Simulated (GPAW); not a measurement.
Set up this calculation in GPAW 26.7.0, as an ASE script.

| Item | Value |
| --- | --- |
| Task | single point |
| Functional | r2SCAN |
| Potentials or basis | GPAW PAW data sets (gpaw-data 1.2.1) |
| Cutoff | 800 eV |
| Basis | pw |
| k mesh | 7 × 7 × 7 |
| Occupations | gaussian, width 0.05 eV |
| Spin | no spin polarisation |
| Hubbard terms | Ti d U = 4 eV |
| Maxiter | 150 |

The structure of TiO lies in TiO.xyz:

```xyz
2
Lattice="2.7083400800 0.0000000000 0.0000000000 0.0000000000 2.7083400800 0.0000000000 0.0000000000 0.0000000000 2.7083400800" Properties=species:S:1:pos:R:3 pbc="T T T"
Ti     0.0000000000      0.0000000000      0.0000000000
O      1.3541700400      1.3541700400      1.3541700400
```

The cell comes from a database or a generator and needn't be the stable form of this composition.

One way to write it, as run:

run.py

```python
from ase.dft.bandgap import bandgap
from ase.io import read, write
from ase.units import GPa
from gpaw import GPAW, PW

atoms = read('TiO.xyz')

calc = GPAW(mode=PW(800),
            xc='MGGA_X_R2SCAN+MGGA_C_R2SCAN',
            kpts={'size': (7, 7, 7), 'gamma': True},
            occupations={'name': 'methfessel-paxton', 'order': 0, 'width': 0.05},
            setups={'Ti': ':d,4.0'},
            nbands=19,
            convergence={'density': 1e-05, 'energy': 1e-05},
            maxiter=150,
            txt='gpaw.txt')
atoms.calc = calc
energy = atoms.get_potential_energy()
forces = atoms.get_forces()
stress = atoms.get_stress()
calc.write('gs.gpw')
write('result.traj', atoms)
print(f'Energy: {energy:.6f} eV')
print('Forces (eV/A):')
print(forces.round(4))
print('Stress (GPa):', (stress / GPa).round(3))
print('Fermi level:', round(calc.get_fermi_level(), 4), 'eV')
print(f'Gap: {bandgap(calc)[0]:.4f} eV, direct: {bandgap(calc, direct=True)[0]:.4f} eV')
```

Potentials or basis: GPAW PAW data sets (gpaw-data 1.2.1), pw.

Run with:

```bash
$ OMP_NUM_THREADS=1 python run.py
```

It gave:

```
Pressure               : -11.6 GPa
Band gap on the k mesh : none (metal or under the smearing width)
```

Caveat: the PAW data sets were made with another functional, which shifts forces and pressure a little; U without spin polarisation on a metal has little footing.

Wall time 24 s on 1 thread of Arm Neoverse V1, on a shared host, peak memory 0.22 GiB.
